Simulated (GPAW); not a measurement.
Set up this calculation in GPAW 26.7.0, as an ASE script.

```yaml
Task: single point
Functional: PBE
Potentials_or_basis: GPAW PAW data sets (gpaw-data 1.2.1)
Cutoff: 600 eV
Basis: pw
k_mesh: 6 × 6 × 6
Occupations: fermi-dirac, width 0.05 eV
Spin: no spin polarisation
Maxiter: 120
Convergence: default
```

The structure of BaTiO3 (Barioperovskite) lies in POSCAR:

```
BaTiO3
1.0
    3.9855000000      0.0000000000      0.0000000000
    0.0000000000      2.8369000000      2.8451500000
    0.0000000000     -2.8369000000      2.8451500000
Ba Ti O
1 1 3
Direct
    0.0000000000      0.0000000000      0.0000000000
    0.5000000000      0.5124000000      0.5124000000
    0.5000000000      0.9918400000      0.5052400000
    0.5000000000      0.5052400000      0.9918400000
    0.0000000000      0.4874000000      0.4874000000
```

These files were run (other wordings do the same):

run.py

```python
from ase.dft.bandgap import bandgap
from ase.io import read, write
from ase.units import GPa
from gpaw import GPAW, PW

atoms = read('POSCAR')

calc = GPAW(mode=PW(600),
            xc='PBE',
            kpts={'size': (6, 6, 6), 'gamma': True},
            occupations={'name': 'fermi-dirac', 'width': 0.05},
            nbands=36,
            maxiter=120,
            txt='gpaw.txt')
atoms.calc = calc
energy = atoms.get_potential_energy()
forces = atoms.get_forces()
stress = atoms.get_stress()
calc.write('gs.gpw')
write('result.traj', atoms)
print(f'Energy: {energy:.6f} eV')
print('Forces (eV/A):')
print(forces.round(4))
print('Stress (GPa):', (stress / GPa).round(3))
print('Fermi level:', round(calc.get_fermi_level(), 4), 'eV')
print(f'Gap: {bandgap(calc)[0]:.4f} eV, direct: {bandgap(calc, direct=True)[0]:.4f} eV')
```

Potentials or basis: GPAW PAW data sets (gpaw-data 1.2.1), pw.

Command:

```sh
$ OMP_NUM_THREADS=1 python run.py
```

It gave:

```json
{"Pressure": "-0.7 GPa", "Largest force": "0.249 eV/Å", "Band gap on the k mesh": "1.89 eV, indirect (least direct gap 2.09 eV)"}
```

Caveat: the cutoff is short for stress and forces, so pressures can be off by a GPa or more; spin-orbit coupling is left out, which moves the levels of the heavy elements.

It took 82 s on 1 thread of Arm Neoverse V1, on a shared host, peak memory 0.27 GiB.
